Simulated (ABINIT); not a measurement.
Ge:

```
CELL_PARAMETERS angstrom
-1.60842 1.60842 1.87318
1.60842 -1.60842 1.87318
1.60842 1.60842 -1.87318
ATOMIC_POSITIONS crystal
Ge 0.50000 0.50000 0.00000
```

The cell was built by a generator and needn't be a form met in nature.

| Quantity | Value |
| --- | --- |
| Program | ABINIT 10.8.3 (patched build) |
| Task | relaxation of cell and atoms |
| Functional | PBE |
| Dispersion | D3 |
| Potentials or basis | JTH PAW PBE v2.0 |
| Cutoff | 599 eV |
| k mesh | 12 × 12 × 12 |
| Occupations | fermi-dirac, width 0.05 eV |
| Spin | no spin polarisation |

At the start: pressure -0.8 GPa; volume 19.38 Å³/atom.

Task: Where does the relaxation end?

Result: Over 7 steps the energy falls by 2.6 meV/atom and the volume is 19.05 Å³/atom (-1.7 %); space group I4/mmm (No. 139, to 0.05 Å).

The path:
```tsv
step	energy change (eV)	largest force (eV/Å)	pressure (GPa)	volume (Å³)
1	0.0000	0.0000	-0.83	19.38
2	0.0006	0.0000	-0.57	19.30
3	-0.0014	0.0000	0.11	19.09
4	-0.0014	0.0000	0.15	19.09
5	-0.0025	0.0000	0.25	19.04
6	-0.0018	0.0000	0.16	19.00
7	-0.0026	0.0000	0.07	19.05
```

Final structure:
```
Ge
1.0
    -1.56177    1.56177    1.95290
     1.56177   -1.56177    1.95290
     1.56177    1.56177   -1.95290
Ge
1
Direct
  0.50000 0.50000 0.00000
```

Caveat: the log and the count of SCF iterations are those of the last ABINIT call alone; pairwise dispersion overbinds metals, which lowers pressure and volume.
